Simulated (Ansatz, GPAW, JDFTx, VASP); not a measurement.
One calculation of BAs, 4 ways

```
As B
1.0
     0.00000    2.38850    2.38850
     2.38850    0.00000    2.38850
     2.38850    2.38850    0.00000
As B
1 1
Direct
  0.75000 0.75000 0.75000
  0.00000 0.00000 0.00000
```

Alike in all runs: task single point; functional LDA; k mesh 10 × 10 × 10; occupations gaussian, width 0.1 eV; no spin polarisation; no spin-orbit coupling. LDA stands for any of its common fits. Pressure is positive in compression and, in plane waves, holds the error of the finite cutoff.

| program and potentials | plane-wave cutoff (eV) | notes | band gap (eV) | pressure (GPa) |
| --- | --- | --- | --- | --- |
| JDFTx, PseudoDojo-SR-LDA-0.4.1-standard with smoothed tails | 1088 | 9 valence electrons an atom on average | 1.14 | -4.17 |
| VASP, LDA PAW files As, B, 520 eV | 520 | 4 valence electrons an atom on average | 1.12 | -3.09 |
| GPAW, the program's PAW data sets (release 1.2.1) made for this functional | 800 | 4 valence electrons an atom on average | 1.13 | -3.45 |
| Ansatz, all-electron LAPW, scalar-relativistic | - | - | 1.13 | -3.92 |

The band gap spans 1.12 (VASP, LDA PAW files As, B, 520 eV) to 1.14 eV (JDFTx, PseudoDojo-SR-LDA-0.4.1-standard with smoothed tails), with all-electron results at 1.13. The pressure spans -4.17 (JDFTx, PseudoDojo-SR-LDA-0.4.1-standard with smoothed tails) to -3.09 GPa (VASP, LDA PAW files As, B, 520 eV), with all-electron results at -3.92. Spin-orbit coupling, left out here, moves the band edges of heavy atoms. The gap is indirect and read on the mesh alone.

The functional is the same throughout but for its coding, so the spread measures potentials, basis and numerics; runs on potential files found faulty are left out.
